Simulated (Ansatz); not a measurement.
TiAl: relaxation of cell and atoms with PBEsol+D4

TiAl:

```
CELL_PARAMETERS angstrom
3.17906 0.00000 0.00000
0.00000 3.17906 0.00000
0.00000 0.00000 3.17906
ATOMIC_POSITIONS crystal
Ti 0.00000 0.00000 0.00000
Al 0.50000 0.50000 0.50000
```

The cell comes from a database or a generator and needn't be the stable form of this composition.

| Quantity | Value |
| --- | --- |
| Program | Ansatz 0.2.0 |
| Task | relaxation of cell and atoms |
| Functional | PBEsol |
| Dispersion | D4 |
| Potentials or basis | Ansatz PAW |
| Cutoff | 420 eV (not typed: the program's choice for these potentials) |
| k mesh | 8 × 8 × 8 |
| Occupations | fermi-dirac, width 0.05 eV |
| Spin | no spin polarisation |

| Property | Result |
| --- | --- |
| Relaxed volume | 15.51 Å³/atom |
| Relaxed cell | a = 3.142 Å, b = 3.142 Å, c = 3.142 Å, α = 90.00°, β = 90.00°, γ = 90.00° |
| Space group after relaxing (to 0.05 Å) | Pm-3m (No. 221) |
| Energy gained by relaxing | 7.2 meV/atom |
| Ionic steps | 5 |
| Pressure after relaxing | 0.0 GPa |
| Band gap on the k mesh | none (metal or under the smearing width) |

The path:
| step | energy change (eV) | largest force (eV/Å) | volume (Å³) |
| --- | --- | --- | --- |
| 1 | 0.0000 | 0.0000 | 32.13 |
| 2 | -0.0106 | 0.0000 | 30.46 |
| 3 | -0.0145 | 0.0000 | 31.05 |
| 4 | -0.0145 | 0.0000 | 31.02 |
| 5 | -0.0143 | 0.0000 | 31.02 |

Final structure:
```
CELL_PARAMETERS angstrom
3.14206 0.00000 0.00000
0.00000 3.14206 0.00000
0.00000 0.00000 3.14206
ATOMIC_POSITIONS crystal
Ti 0.00000 0.00000 0.00000
Al 0.50000 0.50000 0.50000
```

Levels at points of the mesh, in eV from the Fermi level:
| k point | band 3 | band 4 | band 5 | band 6 | band 7 | band 8 | band 9 | band 10 | band 11 | band 12 |
| --- | --- | --- | --- | --- | --- | --- | --- | --- | --- | --- |
| (0.00, 0.00, 0.00) | -32.87 | -32.87 | -9.41 | -1.52 | -1.52 | 1.88 | 1.88 | 1.88 | 4.58 | 4.58 |
| (0.00, 0.00, -0.50) | -32.85 | -32.85 | -6.05 | -5.28 | -0.58 | 0.15 | 0.15 | 2.10 | 3.17 | 6.56 |
| (0.00, -0.50, -0.50) | -33.04 | -32.83 | -5.10 | -2.09 | -2.09 | -1.51 | 0.72 | 0.72 | 2.90 | 4.93 |
| (-0.50, -0.50, -0.50) | -33.01 | -33.01 | -3.20 | -3.20 | -3.20 | 0.86 | 2.97 | 2.97 | 3.01 | 3.01 |

Run time: 4 s on 2 threads of Arm Neoverse V1, on a shared host, peak memory 0.3 GiB.

Caveat: the plane-wave basis is chosen anew once the cell has moved, so the energies of steps on either side of that aren't comparable; pairwise dispersion overbinds metals, which lowers pressure and volume; the PAW data sets come from PBE, with cores solved anew for the run's functional, which leaves a small shift of forces and pressure.
